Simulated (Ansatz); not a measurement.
## TaSi2As4 monolayer in a perpendicular field

Aim: how the TaSi2As4 monolayer screens a field along its normal, and what the field does to its bands. A positive field points along +c.

Calculated with Ansatz 0.2.0; plane-wave DFT, PBE-D3(BJ), Ansatz PAW.

## Step 1: Starting point

The cell holds 7 atoms: 4 As, 2 Si and 1 Ta. Its edges and angles: a = 3.630 Å, b = 3.630 Å, c = 49.788 Å, α = 90.0°, β = 90.0°, γ = 120.0°. Vacuum lies along c.

## Step 2: Relaxing the slab

The starting cell is a guess, so the in-plane lattice and the atoms are relaxed first, with the slab cut off from its images along the normal.

Input file input.yaml:

```yaml
crystal:
  lattice:
    - [3.63, 0.0, 0.0]
    - [-1.815, 3.1436722157, 0.0]
    - [0.0, 0.0, 49.7884686575]
  atoms:
    - { symbol: As, position: [0.0, 0.0, 0.4057164348] }
    - { symbol: Si, position: [0.3333333333, 0.6666666667, 0.4210206037] }
    - { symbol: As, position: [0.3333333333, 0.6666666667, 0.4658100912] }
    - { symbol: Ta, position: [0.0, 0.0, 0.5], spin: 1.0 }
    - { symbol: As, position: [0.3333333333, 0.6666666667, 0.5341899088] }
    - { symbol: Si, position: [0.3333333333, 0.6666666667, 0.5789793963] }
    - { symbol: As, position: [0.0, 0.0, 0.5942835652] }
  periodic: [true, true, false]
magnetization:
  spin_polarized: true
kpoints:
  mp_grid: { grid: [12, 12, 1] }
hamiltonian:
  xc: pbe
  dispersion: d3bj
scf:
  occupations: { method: fermi_dirac, width: 0.05 }
  convergence: { dr2_threshold: 1.0e-09 }
relax:
  f_tol: 0.004
  max_steps: 90
  cell: {}
output:
  write_potential: true
  write_density: true
  volumetric_format: npy
```

The run is started by

```
$ ansatz run input.yaml --threads 4 --pin off --max-ram 6144MiB --backend cpu --events-out ev --progress --plain --runs-dir out
```

Numbers of over 12 decimals in the logs are rounded to 6 here.

Output:

```text
Warning: relax.cell: scf.convergence.dr2_threshold = 1e-9 eV is looser than the 1.86213439517e-10 eV advised for a relaxation that steers and ends on the stress (1e-10 eV for each atom of the cell: 7, times the square of relax.cell.stress_2d_tol = 0.05 N/m over 19.4 Å (the atoms' height at the walk's start and 5 Å past either face), 2.579e-2 GPa, over a crystal's default 0.05). What an SCF threshold leaves in a stress goes as its square root, and in the free energy as the threshold itself, and one threshold admits the most on a small cell: [figures from the program's tests cut] Set scf.convergence.dr2_threshold to 1.86213439517e-10 eV or tighter. [rest of the remark cut]
Engine: ansatz 0.2.0, x86_64-unknown-linux-gnu
Pseudopotentials: kind: paw
Pseudopotential: As, paw, valence charge 15, recommended cutoff 420 eV (normal), As.paw.azcp
Pseudopotential: Si, paw, valence charge 4, recommended cutoff 420 eV (normal), Si.paw.azcp
Pseudopotential: Ta, paw, valence charge 13, recommended cutoff 420 eV (normal), Ta.paw.azcp
Functional definition: PBE
  parameter kappa = 0.804
  parameter beta = 0.066725
  exchange = pbe_x(kappa = kappa, mu = beta*pi^2/3)
  correlation = pbe_c(beta = beta)
Crystal: 7 atoms, lattice volume = 568.163 Å³
Basis set: ecut = 420 eV, 10931 PW (Γ), exchange–correlation on 50×50×720 points (8 copies of the dense FFT grid, shifted against one another)
Bands: 50, of which v1, the nominal top of the filled ones, is band 41 counted from 1 (40 counted from 0)
Symmetry: 12 space group operations
Space group: P-6m2 (ITA 187), of the structure as read, at distance tolerance 8.3e-5 Å
Magnetic group: BNS 187.209 (UNI 1439), of the structure as read, at distance tolerance 8.3e-5 Å
k-points: 19 of 144 (time reversal used)
Non-local potential: As, projectors of the file, l = 0: 2, l = 1: 2, l = 2: 3, l = 3: 1
Non-local potential: Si, projectors of the file, l = 0: 2, l = 1: 2, l = 2: 2
Non-local potential: Ta, projectors of the file, l = 0: 3, l = 1: 2, l = 2: 2, l = 3: 1
PAW form: soft (Blöchl's): semilocal exchange-correlation on the pseudo side does not see the compensation charge
PAW one-centre angular grid: As, 590 points (default); XC on 64 Gauss nodes
PAW one-centre angular grid: Si, 110 points (default); XC on 64 Gauss nodes
PAW one-centre angular grid: Ta, 590 points (default); XC on 64 Gauss nodes
Initial density: superposition of atomic densities (neutral atoms: chi_scale 0, normalization atom)
Starting moments: Σ|m| = 1 μB on 1 of 7 sites
Initial wavefunctions: pseudopotential atomic-orbital guess
Functional: x = pbe(κ = 0.804, μ = 0.219515), c = pbe(β = 0.066725)
SCF iter   1: F=—  HF=-30630.954759 eV  |F-HF|=—  |Δ(HF+E_count)|=         —  Δρ=1.12e-2 (↑1.12e-2 ↓1.05e-2)  dr2=3.64e0  dr2_m=2.85e-2  M=0.641 μB ∫|m|=0.761 μB  β_m=0.30  ethr=3.10e-3  ⟨swp⟩=14.4  Hψ=10991  notcnv=0  defer=5
Mixer restart at iter 1: flushing history
preconditioner: auto → LDOS  [metal: Δε(μ)=0.043 eV  Ē_g=8.777 eV  σ=0.050 eV  W_gap=0.20  n_scr=30 (ndim 8)  ℏωp=8.9 eV  f_vac=0.729  D(μ)=2.06/eV (n_scr^D=12)]
spin=Collinear: LDOS preconditioning applied to the charge; magnetization (m = ρ↑ − ρ↓) channel mixes plain (no charge-response kernel on spin).
SCF iter   2: F=—  HF=-30630.407675 eV  |F-HF|=—  |Δ(HF+E_count)|=   5.47e-1  Δρ=7.69e-3 (↑7.69e-3 ↓7.10e-3)  dr2=1.36e0  dr2_m=1.61e-2  M=0.634 μB ∫|m|=0.733 μB  β_m=0.55  ethr=3.10e-3  ⟨swp⟩=2.9  Hψ=3009  notcnv=0  defer=97
SCF iter   3: F=—  HF=-30630.151318 eV  |F-HF|=—  |Δ(HF+E_count)|=   2.56e-1  Δρ=1.55e-3 (↑1.55e-3 ↓1.37e-3)  dr2=2.67e-2  dr2_m=2.35e-3  M=0.571 μB ∫|m|=0.631 μB  β_m=0.61  ethr=1.68e-3  ⟨swp⟩=3.7  Hψ=3217  notcnv=0  defer=97
SCF iter   4: F=—  HF=-30630.166328 eV  |F-HF|=—  |Δ(HF+E_count)|=         —  Δρ=1.14e-3 (↑1.14e-3 ↓9.91e-4)  dr2=3.17e-3  dr2_m=5.20e-3  M=0.416 μB ∫|m|=0.455 μB  β_m=0.61  ethr=3.30e-5  ⟨swp⟩=3.9  Hψ=4937  notcnv=0  defer=96
SCF iter   5: F=—  HF=-30630.169200 eV  |F-HF|=—  |Δ(HF+E_count)|=   2.87e-3  Δρ=6.86e-4 (↑6.86e-4 ↓6.86e-4)  dr2=2.51e-4  dr2_m=2.37e-3  M=0.354 μB ∫|m|=0.383 μB  β_m=0.81  ethr=3.91e-6  ⟨swp⟩=3.0  Hψ=3564  notcnv=0  defer=96
SCF iter   6: F=—  HF=-30630.172600 eV  |F-HF|=—  |Δ(HF+E_count)|=   3.40e-3  Δρ=4.04e-4 (↑3.91e-4 ↓4.04e-4)  dr2=8.12e-4  dr2_m=7.75e-4  M=0.243 μB ∫|m|=0.259 μB  β_m=0.81  ethr=3.10e-7  ⟨swp⟩=4.1  Hψ=4607  notcnv=0  defer=96
SCF iter   7: F=—  HF=-30630.173996 eV  |F-HF|=—  |Δ(HF+E_count)|=   1.40e-3  Δρ=2.30e-4 (↑2.14e-4 ↓2.30e-4)  dr2=8.16e-5  dr2_m=2.48e-4  M=0.150 μB ∫|m|=0.157 μB  β_m=0.91  ethr=3.10e-7  ⟨swp⟩=4.0  Hψ=4429  notcnv=0  defer=96
SCF iter   8: F=—  HF=-30630.175046 eV  |F-HF|=—  |Δ(HF+E_count)|=   1.05e-3  Δρ=5.05e-5 (↑5.05e-5 ↓4.72e-5)  dr2=5.85e-5  dr2_m=8.51e-6  M=0.028 μB ∫|m|=0.028 μB  β_m=0.91  ethr=1.01e-7  ⟨swp⟩=4.8  Hψ=4808  notcnv=0  defer=96
SCF iter   9: F=—  HF=-30630.175119 eV  |F-HF|=—  |Δ(HF+E_count)|=   7.30e-5  Δρ=2.20e-5 (↑2.20e-5 ↓1.76e-5)  dr2=4.63e-6  dr2_m=1.38e-6  M=0.011 μB ∫|m|=0.011 μB  β_m=0.82  ethr=7.22e-8  ⟨swp⟩=3.5  Hψ=4360  notcnv=0  defer=96
SCF iter  10: F=—  HF=-30630.175123 eV  |F-HF|=—  |Δ(HF+E_count)|=   3.53e-6  Δρ=7.48e-6 (↑7.09e-6 ↓7.48e-6)  dr2=4.51e-7  dr2_m=2.17e-7  M=0.003 μB ∫|m|=0.004 μB  β_m=0.84  ethr=5.71e-9  ⟨swp⟩=3.5  Hψ=4340  notcnv=0  defer=96
SCF iter  11: F=—  HF=-30630.175123 eV  |F-HF|=—  |Δ(HF+E_count)|=   8.35e-7  Δρ=2.73e-6 (↑2.52e-6 ↓2.73e-6)  dr2=5.49e-8  dr2_m=2.98e-8  M=0.001 μB ∫|m|=0.001 μB  β_m=0.92  ethr=5.56e-10  ⟨swp⟩=3.9  Hψ=4531  notcnv=0  defer=96
SCF iter  12: F=—  HF=-30630.175124 eV  |F-HF|=—  |Δ(HF+E_count)|=   1.59e-7  Δρ=6.90e-7 (↑5.95e-7 ↓6.90e-7)  dr2=5.59e-9  dr2_m=1.39e-9  M=0.000 μB ∫|m|=0.000 μB  β_m=0.84  ethr=6.78e-11  ⟨swp⟩=3.3  Hψ=4077  notcnv=0  defer=96
SCF iter  13: F=—  HF=-30630.175124 eV  |F-HF|=—  |Δ(HF+E_count)|=   4.69e-9  Δρ=2.69e-7 (↑1.92e-7 ↓2.69e-7)  dr2=1.05e-9  dr2_m=1.33e-10  M=0.000 μB ∫|m|=0.000 μB  β_m=0.78  ethr=6.91e-12  ⟨swp⟩=3.1  Hψ=4128  notcnv=0  defer=96
SCF iter  14: F=-30630.175124 eV  HF=-30630.175124 eV  |F-HF|=1.84e-9  |Δ(HF+E_count)|=   2.43e-9  Δρ=8.00e-8 (↑7.64e-8 ↓8.00e-8)  dr2=6.89e-11  dr2_m=1.71e-11  M=0.000 μB ∫|m|=0.000 μB  ethr=1.23e-12  ⟨swp⟩=8.1  Hψ=13938  notcnv=0
[...]
relax step   6: F+E_penalty+E_count = -30631.77742707 eV  Δ(F+E_penalty+E_count) = -1.479e-5 eV  max|allowed force component| = 1.313e-3 eV/Å  Δτ_max = 0.0013 Å  P = +0.003 N/m  Ω = 569.361 Å³  energy of the carried Pulay correction = -5.144e-5 eV  fix = [c, alpha, beta]  reactions: c +0.000 N/m  (6 SCF iters, accepted)
Initial wavefunctions: pseudopotential atomic-orbital guess (no wavefunctions were taken with the density)
iter 1 solved again at ethr=9.66e-7 eV; its pass at ethr=3.10e-3 eV (dr2=7.82e-4 eV) is discarded
SCF iter   1: F=—  HF=-30631.777084 eV  |F-HF|=—  |Δ(HF+E_count)|=         —  Δρ=7.22e-6 (↑7.22e-6 ↓7.22e-6)  dr2=3.54e-8  dr2_m=2.84e-11  M=-0.000 μB ∫|m|=0.000 μB  β_m=0.65  ethr=9.66e-7  ⟨swp⟩=7.1  Hψ=18584  notcnv=0
eigensolver tolerance schedule: the retry pair's looser diagonalisation over-reported the residual by 22109.20 of it (diagonalisation noise at an unbounded share of the residual, at the tolerance the schedule requests for it); recorded, not acted on — ethr = c·dr2/N_el stays at c = 1.0e-1
spin=Collinear: LDOS preconditioning applied to the charge; magnetization (m = ρ↑ − ρ↓) channel mixes plain (no charge-response kernel on spin).
SCF iter   2: F=—  HF=-30631.777386 eV  |F-HF|=—  |Δ(HF+E_count)|=   3.02e-4  Δρ=2.60e-6 (↑2.60e-6 ↓2.59e-6)  dr2=1.24e-8  dr2_m=1.74e-11  M=-0.000 μB ∫|m|=0.000 μB  β_m=0.48  ethr=4.37e-11  ⟨swp⟩=6.1  Hψ=7388  notcnv=0
SCF iter   3: F=—  HF=-30631.777423 eV  |F-HF|=—  |Δ(HF+E_count)|=   3.72e-5  Δρ=1.67e-6 (↑1.67e-6 ↓1.66e-6)  dr2=2.75e-9  dr2_m=1.14e-11  M=-0.000 μB ∫|m|=0.000 μB  β_m=0.64  ethr=1.53e-11  ⟨swp⟩=3.8  Hψ=3989  notcnv=0
iter 4 met the thresholds in force, and the SCF goes on: an eigenvalue changes by 0.53 meV, over its tolerance of 0.06 meV (output.eigenvalues, Limitations)
SCF iter   4: F=-30631.777470 eV  HF=-30631.777465 eV  |F-HF|=5.16e-6  |Δ(HF+E_count)|=   4.18e-5  Δρ=3.34e-7 (↑3.34e-7 ↓3.34e-7)  dr2=7.75e-10  dr2_m=4.06e-12  M=-0.000 μB ∫|m|=0.000 μB  β_m=0.59  ethr=1.23e-12  ⟨swp⟩=14.9  Hψ=16458  notcnv=0
iter 5 met the thresholds in force, and the SCF goes on: an eigenvalue changes by 0.13 meV, over its tolerance of 0.05 meV (output.eigenvalues, Limitations)
SCF iter   5: F=-30631.777470 eV  HF=-30631.777469 eV  |F-HF|=3.64e-7  |Δ(HF+E_count)|=   4.80e-6  Δρ=6.04e-8 (↑6.04e-8 ↓5.92e-8)  dr2=2.22e-11  dr2_m=2.73e-12  M=-0.000 μB ∫|m|=0.000 μB  β_m=1.00  ethr=1.00e-12  ⟨swp⟩=9.4  Hψ=11048  notcnv=0
Mixer restart at iter 5: flushing history
SCF iter   6: F=-30631.777470 eV  HF=-30631.777470 eV  |F-HF|=8.00e-11  |Δ(HF+E_count)|=   3.63e-7  Δρ=4.01e-8 (↑4.01e-8 ↓2.41e-8)  dr2=1.47e-10  dr2_m=1.29e-12  M=-0.000 μB ∫|m|=0.000 μB  ethr=1.00e-12  ⟨swp⟩=8.5  Hψ=10941  notcnv=0
the starting moments were not kept: the SCF closed with an absolute magnetisation of 1.2e-5 μB, where they sum to 1 μB in size (1 site). That is at most 0.1 of that sum. Measured as dr2_m measures the in/out step, that magnetisation stands 1.7e-11 eV from none, at or under the dr2_threshold of 1.0e-9 eV: it is no larger than a step whose dr2_m would equal this threshold.
SCF 7 converged in 6 iterations: F = -30631.777470 eV  dr2 = 1.47e-10
relax step   7: F+E_penalty+E_count = -30631.77746977 eV  Δ(F+E_penalty+E_count) = -4.270e-5 eV  max|allowed force component| = 1.312e-3 eV/Å  Δτ_max = 0.0000 Å  P = +0.003 N/m  Ω = 569.361 Å³  fix = [c, alpha, beta]  reactions: c +0.000 N/m  stress off target by 2.95e-3 N/m on what of the cell is left free  SCF on the basis re-selected at this cell (its energy is not comparable with the rows above)  (6 SCF iters)
basis re-selected at this cell: Δ(F+E_penalty+E_count) = -4.270e-5 eV, ΔP = +0.000 N/m vs the last step (what re-selecting the basis moved, of the pressure what is left beyond the Pulay correction that the steps carried, after the strain that the cell walked since its last selection, with what the two solves' SCF thresholds leave and, on support functions, any second-order correction that the steps lacked; it is no m [...]
SCF converged after 6 iterations
an eigenvalue changed by more than its tolerance at an iteration that met the thresholds in force, so the SCF went on 2 times, its first undamped step at iteration 5: the last check found none over its tolerance
Magnetization: -0.0000 μB (40.5000 up, 40.5000 down)
Absolute magnetization: 0.0000 μB (∫|ρ↑−ρ↓|, with the PAW one-centre terms)
Spin contamination: 0.0000 ħ² per cell (⟨S²⟩ above its minimum at these occupations)
Per-site moments (μB) at R_I (Å): [(-6.173240837680747e-8, 0.976990), (-1.896486265297953e-7, 0.966959), (2.0449343739411368e-7, 0.966959), (-5.493983774300604e-6, 1.072397), (2.0449343695135916e-7, 0.966959), (-1.89648626832642e-7, 0.966959), (-6.173240815609762e-8, 0.976990)]
Free energy (F): -30631.777470 eV
Harris-Foulkes:  -30631.777470 eV  (|F-HF|=8.00e-11)
Internal energy: -30631.756444 eV  (E = F + TS)
E sigma→0 (E₀):  -30631.766957 eV
Entropy (-TS):   -0.021026 eV (-3.004 meV/atom)
Fermi energy:    -4.898992 eV
--- Per-component energies (eV) ---
  E_band       = -2311.210946
  E_kinetic    = 861.827826
  E_local      = -449855.286692  (includes V_loc(G=0)·N_el)
  E_nonlocal   = -2616.075127
  E_hartree    = 224552.541755
  E_xc         = -646.778817
  E_vxc        = -615.985849  (∫ρ·V_xc dr)
  E_paw        = -16763.397073  (= ΣΔE_a)
  E_vpaw       = 809.230183  (= ΣTr[D̂ρ^β])
  E_aug_tail   = 0.000187  (compensation charges beyond the density's cutoff)
  E_ewald      = 213837.877640
  E_disp       = -2.466143  (pairwise vdW)
  E_smearing   = -0.021026  (= −TS)
  E_closure    = -0.000000  (closes the sum)
  Σ components = -30631.777470   (vs F -30631.777470, Δ=0.00e0)
--- Forces (eV/Å), atoms counted from 1 ---
  atom   1  As    -0.00000000    -0.00000000     0.00025729
  atom   2  Si    -0.00000000     0.00000000    -0.00131206
  atom   3  As     0.00000000    -0.00000000    -0.00034047
  atom   4  Ta    -0.00000000    -0.00000000     0.00000000
  atom   5  As     0.00000000    -0.00000000     0.00034047
  atom   6  Si     0.00000000     0.00000000     0.00131206
  atom   7  As    -0.00000000    -0.00000000    -0.00025729
  max |Σ_I F_I| component: 9.83e-17 eV/Å
--- 2D stress c σ (N/m, compression-positive) ---
        0.002948       0.000000       0.000000
        0.000000       0.002948       0.000000
        0.000000       0.000000       0.000000
  P = ½ c Tr σ = 0.0029 N/m
--- Band table (eV; the first three rows and the last of 38) ---
  k-point 0 ↑: bands = [... 37 lower, -5.5988, -5.1734, -5.1734, -4.5820, -2.5910, -2.5000, -1.9820, -1.9820, ... 5 higher]
  k-point 1 ↑: bands = [... 37 lower, -5.7755, -5.3445, -5.3160, -4.5535, -2.3449, -2.3337, -1.7841, -1.7668, ... 5 higher]
  k-point 2 ↑: bands = [... 37 lower, -6.0809, -5.7359, -5.6534, -4.6893, -2.7737, -2.6952, -1.8420, -1.6953, ... 5 higher]
  k-point 18 ↓: bands = [... 37 lower, -7.5110, -6.5567, -5.7384, -4.1710, -3.3537, -3.2179, -2.9334, -2.2009, ... 5 higher]
  the weakly bound empty levels are not read free of the cell's end (no_gap_told)
--- Relaxed structure (6 steps of the walk, 6 accepted, 1 SCFs on fresh bases) ---
  F+E_penalty+E_count = -30631.77746977 eV   max|allowed force component| = 1.312e-3 eV/Å   (the final SCF, on the basis selected at the relaxed cell)
  cell:  # Å, volume = 569.3614 Å³
    - [3.633827, 0, 0.0]
    - [-1.816914, 3.146987, 0.0]
    - [0.0, 0.0, 49.7884686575]
  atoms:
    - { symbol: As, position: [1.057355261855499e-17, -5.1357255561990634e-17, 0.400006] }
    - { symbol: Si, position: [0.333333, 0.666667, 0.422082] }
    - { symbol: As, position: [0.333333, 0.666667, 0.469164] }
    - { symbol: Ta, position: [1.057355261855499e-17, -5.1357255561990634e-17, 0.500000] }
    - { symbol: As, position: [0.333333, 0.666667, 0.530836] }
    - { symbol: Si, position: [0.333333, 0.666667, 0.577918] }
    - { symbol: As, position: [1.057355261855499e-17, -5.1357255561990634e-17, 0.599994] }
```

The job ended after 3.3 min (4 threads of Intel Xeon Platinum 8375C at 2.90GHz (Ice Lake), shared host; peak memory 1.6 GiB; 12 min of CPU time).

The steps of the relaxation:

| step | energy less that of the first step (eV) | largest force component (eV/Å) | volume (Å³) |
| --- | --- | --- | --- |
| 1 | 0.0000 | 3.2773 | 568.16 |
| 2 | -1.4706 | 1.0275 | 563.95 |
| 3 | -1.5829 | 0.1966 | 558.48 |
| 4 | -1.6020 | 0.0594 | 568.57 |
| 5 | -1.6023 | 0.0101 | 569.32 |
| 6 | -1.6023 | 0.0013 | 569.36 |
| 7* | -1.6023 | 0.0013 | 569.36 |

Relaxation steps marked * repeat the geometry before them on a plane-wave basis chosen anew for their cell, so energy and pressure can jump there.

Forces are held to the 12 operations that the run works with; a distortion that breaks them can't arise in this run.

| cell as run | before | after | change |
| --- | --- | --- | --- |
| a (Å) | 3.630 | 3.634 | +0.1 % |
| b (Å) | 3.630 | 3.634 | +0.1 % |

The atoms that moved most (Å, along periodic axes as changes of fractional coordinates times the final cell, across vacuum about the mean position):

| atom | dx | dy | dz | length |
| --- | --- | --- | --- | --- |
| As1 | 0.000 | 0.000 | -0.284 | 0.284 |
| As7 | 0.000 | 0.000 | 0.284 | 0.284 |
| As5 | 0.000 | 0.000 | -0.167 | 0.167 |
| As3 | 0.000 | 0.000 | 0.167 | 0.167 |
| Si6 | 0.000 | 0.000 | -0.053 | 0.053 |
| Si2 | 0.000 | 0.000 | 0.053 | 0.053 |

Numbers from this step:

- energy at zero smearing: -30631.7670 eV

The lattice constant a goes from 3.630 to 3.634 Å.

[end of part 1 of 2]

[Logs are printed without paths, hosts, clocks, repeated set-up lines and the standing remarks that a program may print on its own settings, such as how far it seeks lower states.]

[Hosts, paths, dates, database ids (printed as entryN), source tags and the programs' standing remarks are cut or masked in the printed files.]

[Maps of the electrostatic potential energy from Ansatz leave out the sawtooth potential of an applied field or a dipole correction, so their vacuum need not be flat; planar profiles and work functions include it.]
